Question: Why is the conduction edge of cubic HfO₂ almost as low towards X as at Γ, and can that reason forecast two more points?

I am looking at the levels of cubic HfO₂ on a k mesh, from a PBEsol calculation without spin-orbit coupling. Its PAW datasets were made for PBE, a small inconsistency whose effect wasn't tested. Points a, b and c are coordinates along the three reciprocal cell vectors. "Level under 1" is the highest filled level at a point and "level over 1" the lowest empty one, both counted from the valence top.

Plane-wave DFT with ABINIT 10.8.3 for cubic HfO₂ (3-atom cell), using PBEsol and JTH PAW PBE v2.0 datasets, without spin polarisation or spin-orbit coupling. The k mesh is 5×5×5, the plane-wave cutoff 625.862 eV and the Fermi-Dirac smearing width 0.05 eV. Levels are counted from the valence top on the mesh and numbered outwards from the gap.

```
point a (reciprocal cell vector)  point b (reciprocal cell vector)  point c (reciprocal cell vector)  level under 1 (eV)  level over 1 (eV)  level over 2 (eV)
                          0.0000                            0.0000                            0.0000              -0.412              3.919              3.919
                          0.2000                            0.0000                            0.0000              -1.008              4.481              4.481
                          0.4000                            0.0000                            0.0000              -1.581              4.682              4.682
                         -0.2000                            0.2000                            0.0000              -0.420              4.390              5.101
                          0.4000                            0.4000                            0.0000              -0.528              3.981              5.315
                         -0.4000                            0.4000                            0.0000                   ?                  ?                  ?
                         -0.4000                            0.4000                            0.2000                   ?                  ?                  ?
```

The lowest empty level is at 3.919 eV at Γ, the first row. It climbs well above that at (0.4, 0, 0), yet at (0.4, 0.4, 0) it is almost back at its Γ value. What decides this, and what does it imply for the two points marked with question marks?

Answer:

Distance from Γ doesn't decide it. The point (0.4, 0, 0) lies 80% of the way to L, and its lowest empty level is 0.76 eV above that at Γ. The point (0.4, 0.4, 0) lies 80% of the way to X and is the farther of the two from Γ, but its level is only 0.06 eV higher. Direction matters. The reason I propose is that it decides which Hf orbitals can find an oxygen partner.

At Γ the two lowest empty levels are equal. That fits a twofold level, though a third equal one wouldn't show in this table. Each Hf atom sits at the centre of a cube of eight O atoms, and in that surrounding the lower Hf 5d levels are the pair called e_g, with the shapes 3z²−r² and x²−y². I therefore take the edge to be this pair; the assignment rests on this bonding argument, not on a projection of the states. At Γ the contributions of the eight O neighbours to any mixing between O 2p and e_g cancel exactly. The pair is then free of any push from O 2p.

Away from Γ the O waves change phase from one side of the Hf atom to the other, and the cancellation is lost. The filled O 2p states mix with the empty d states and push them up. Along Γ–X, however, only the orbital that points along the wavevector is pushed. The other one, shaped like x²−y² when the wavevector lies along z, still has no partner and keeps the edge low. Along Γ–L the three axes are equivalent, so neither orbital is spared: the two lowest empty levels stay equal and rise together.

This can be put into numbers. First turn the mesh coordinates into Cartesian ones, in units of 2π/a, with a the cubic lattice constant:

kx = b + c − a,  ky = a + c − b,  kz = a + b − c

(on the right, a, b and c are the three point coordinates). For each axis i, let s_i = sin(πk_i/2) and c_i = cos(πk_i/2). Within the e_g pair, an O p orbital along x couples only to the combination 3x²−r², and likewise for y and z. With two O atoms in the cell there are two O waves for each axis, so the squared coupling has two terms:

W_x = s_x² c_y² c_z² + c_x² s_y² s_z²

W_y and W_z follow by exchanging the axes. The three orbitals 3x²−r², 3y²−r² and 3z²−r² are not independent, since they all lie in the space of the two e_g orbitals. Adding the three pushes in that space gives two answers, and the edge belongs to the smaller:

w = ½ [W_x + W_y + W_z − √(W_x² + W_y² + W_z² − W_x W_y − W_y W_z − W_z W_x)]

The weight w is zero at Γ and all along Γ–X. I fitted a straight line in w, with two constants, to the lowest empty level at the five known points:

edge ≈ 4.00 eV + 2.06 eV × w

Take (−0.4, 0.4, 0), which was not part of the fit. Its Cartesian components are (0.8, −0.8, 0), so s² is 0.905 and c² is 0.095 along x and y, while s² is 0 and c² is 1 along z. This gives W_x = W_y = 0.905 × 0.095 ≈ 0.086. The third, W_z ≈ 0.82, is much larger but pushes only 3z²−r², so the edge belongs to x²−y². That orbital takes three quarters of W_x and of W_y, so w = ¾ × (0.086 + 0.086) ≈ 0.13. The forecast is 4.00 + 2.06 × 0.13 ≈ 4.27 eV.

For (−0.4, 0.4, 0.2) the same recipe gives w ≈ 0.23 and a forecast of about 4.47 eV. I put ±0.30 eV on both values, twice the typical error when each known point in turn is left out of the fit. The bar is wider than the difference between the forecasts, so their order is only a weak expectation.

For the filled side I offer one forecast, argued without a fit. The point (−0.4, 0.4, 0) lies near X. There an O 2p wave exists in which orbitals side by side have nearly opposite signs, while orbitals in line, end to end, have equal signs. Both raise its energy, and the Hf d orbitals push it down only weakly. The known point (0.4, 0.4, 0) lies even nearer to X. There the signs side by side are exactly opposite, which helps a little, but the orbitals in line are partly out of step. Overlap in line is normally much the stronger of the two, so the wave should lose more energy than it gains. The highest filled level at (−0.4, 0.4, 0) should therefore lie above those of all five known points, between −0.41 eV and the valence top at 0. The upper limit holds by definition, and the table gives a hint: no known point reaches 0, so the top must lie at some other point of the mesh.

The withheld rows as computed:

```
point a (reciprocal cell vector)  point b (reciprocal cell vector)  point c (reciprocal cell vector)  level under 1 (eV)  level over 1 (eV)  level over 2 (eV)
                         -0.4000                            0.4000                            0.0000               0.000              4.230              5.451
                         -0.4000                            0.4000                            0.2000              -0.484              4.653              5.123
```

At (−0.4, 0.4, 0) the computed edge is 4.230 eV, 0.04 eV below the forecast. At (−0.4, 0.4, 0.2) it is 4.653 eV, 0.18 eV above the forecast but inside the bar. The order of the two came out as expected. The filled level at the first point is at 0 eV, the very top of the stated range, so this point holds the valence top of the mesh.

The close hit deserves some suspicion. The point (0.2, 0, 0), a short way from Γ towards L, has exactly the same weight as (−0.4, 0.4, 0), so the model must give both the same edge. The calculation puts them at 4.481 and 4.230 eV, a quarter of an electronvolt apart. The fitted line happens to pass close to the lower one.

Theory offers a possible reason for that difference. A filled level pushes an empty one harder the closer the two are in energy, and the model ignores this by using one strength everywhere. Near Γ the O states that do the pushing come from the threefold filled level just below the valence top. Near X the O states of the right symmetry should lie deeper in the valence band and push less.

The larger miss shows the same weakness. The points (−0.2, 0.2, 0) and (−0.4, 0.4, 0.2) have nearly equal weights, 0.232 and 0.227, but their computed edges are 4.390 and 4.653 eV. Something that the weight leaves out separates them. My guess is mixing with the three higher Hf d orbitals, called t2g, which can lower the edge by different amounts at different points.

The second empty level, which I kept out of the fit, exposes the limit more plainly. If the larger of the two answers is put into the same line, the result is 0.40 eV too low at (−0.2, 0.2, 0) and 0.55 eV too high at (0.4, 0.4, 0). A t2g level that comes in between could explain the second miss, because it would put the second empty level below the model's. It can't explain the first, where the computed level is the higher one. The model is a guide to the edge, not to the bands above it.

Nor does the fit settle how the e_g orbitals communicate. Electrons could also hop directly from one Hf atom to the next, and a formula for that, with three constants fitted to the same five points, gives forecasts within about 0.03 eV of mine. This is no accident: the direct-hopping formula contains the weight w as a special case. Its typical error when one known point is left out is larger, 0.54 eV against 0.15 eV, because five points hold three constants only loosely. The push by oxygen is therefore an argument from symmetry and bonding, while the low edge towards X is a plain result of the calculation.

For practical use, the smallest gap on this mesh is indirect. It runs from the filled level at (−0.4, 0.4, 0) to the empty level at Γ and measures 3.919 eV, against 4.230 eV straight up at the first of these points. The mesh doesn't contain X itself, where the weight is again zero, so whether Γ or X has the lower conduction edge stays open. With the electron density kept fixed, extra points could lower this gap but not raise it. The value shouldn't be used as the real gap of the material in any case: functionals of this kind usually make gaps too small, and the cell is somewhat stretched, with a computed pressure of −13 GPa.

To guess the edge at another point of this crystal, ask first whether one e_g orbital is still without an oxygen partner there. If so, the model keeps the edge near its Γ value even far from Γ; the table tests this at one point only, (0.4, 0.4, 0). If both have partners, the edge rises. The printed analysis below gives the weights, both fits and the misses.

The analysis program printed:

```
fit of level_over_1 on 5 rows: constant 4.001 +/- 0.093, coefficient of w 2.063 +/- 0.48; rms 0.11, worst 0.2 -0.212, leave-one-out rms 0.15
  rows outside the fit (model, value, miss): -0.4 4.269, 4.23, 0.0386; -0.4 4.469, 4.653, -0.184
fit of level_over_1 on 5 rows: constant 4.768 +/- 0.16, coefficient of hsum -0.2478 +/- 0.084, coefficient of hdif -0.5256 +/- 0.15; rms 0.109, worst 0.2 -0.199, leave-one-out rms 0.536
  rows outside the fit (model, value, miss): -0.4 4.238, 4.23, 0.00768; -0.4 4.445, 4.653, -0.208
error bar of the forecasts, twice the leave-one-out rms (eV): 0.2995
points and coupling weight:
   row    kx    ky    kz  weight  direct gap eV
   0.0     0     0     0       0          4.331
   0.2  -0.2   0.2   0.2  0.1296          5.489
   0.4  -0.4   0.4   0.4  0.3392          6.263
  -0.2   0.4  -0.4     0  0.2324           4.81
   0.4     0     0   0.8       0          4.509
  -0.4   0.8  -0.8     0  0.1296           4.23
  -0.4     1  -0.6  -0.2  0.2267          5.137
edge at 80% towards X less edge at Gamma (eV): 0.062
edge at 80% towards L less edge at Gamma (eV): 0.763
distance from Gamma, point towards X (2 pi / a): 0.8
distance from Gamma, point towards L (2 pi / a): 0.6928
second empty level, model less computed, point (-0.2, 0.2, 0) (eV): -0.4
second empty level, model less computed, point (0.4, 0.4, 0) (eV): 0.5519
highest filled level computed at (-0.4, 0.4, 0) (eV): 0
highest filled level computed at (-0.4, 0.4, 0.2) (eV): -0.484
```
